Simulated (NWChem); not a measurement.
This NWChem 7.2.2 run on HfO2 needs a look.

The input run.py:

```python
from ase.io import read
from ase.calculators.nwchem import NWChem

atoms = read("POSCAR")
atoms.calc = NWChem(
    label="nwchem",
    theory="pspw",
    memory="1800 mb",
    center=False, autosym=False, autoz=False,
    nwpw={
        "simulation_cell": {
                "ngrid": "18 18 18"
        },
        "xc": "lda-0.5sic",
        "cutoff": "109.0",
        "ewald_ncut": "8",
        "ewald_rcut": "3.0",
        "pseudopotentials": "\n    Hf library HGH_LDA\n    O library HGH_LDA\n  end",
        "cg": "grassman",
        "loop": "10 5",
        "tolerances": "1e-08 1e-08",
        "virtual": "4"
    },
    set={},
)
energy = atoms.get_potential_energy()
forces = atoms.get_forces()
print(f"energy {energy:.6f} eV")
for a, f in zip(atoms, forces):
    print(f"{a.symbol:2s} {f[0]:10.5f} {f[1]:10.5f} {f[2]:10.5f}")
```

File POSCAR:

```
HfO2
1.0
    0.0000000000      2.5575000000      2.5575000000
    2.5575000000      0.0000000000      2.5575000000
    2.5575000000      2.5575000000      0.0000000000
Hf O
1 2
Direct
    0.0000000000      0.0000000000      0.0000000000
    0.7500000000      0.7500000000      0.7500000000
    0.2500000000      0.2500000000      0.2500000000
```

Potentials or basis: NWChem's HGH_LDA library.

Run with:

```console
$ ASE_NWCHEM_COMMAND="nwchem PREFIX.nwi > PREFIX.nwo" python run.py
```

Output:

```text
[0] ARMCI Warning: Freed 1 leaked allocations
[0] ARMCI Warning: Freed 1 leaked allocations
energy -2231.196281 eV
Hf   -0.03476    0.02144    0.02206
O    -0.08037    0.12598    0.35934
O     0.47164   -0.36705   -0.60765
```

Q: What happened, and what is wrong with the input?

A: The calculation finished and met its thresholds. The input holds a flaw that was put in on purpose: FFT grid far too small (ngrid = 18 × 18 × 18). The program doesn't stop on it, so the numbers can't be trusted though the run ends normally.
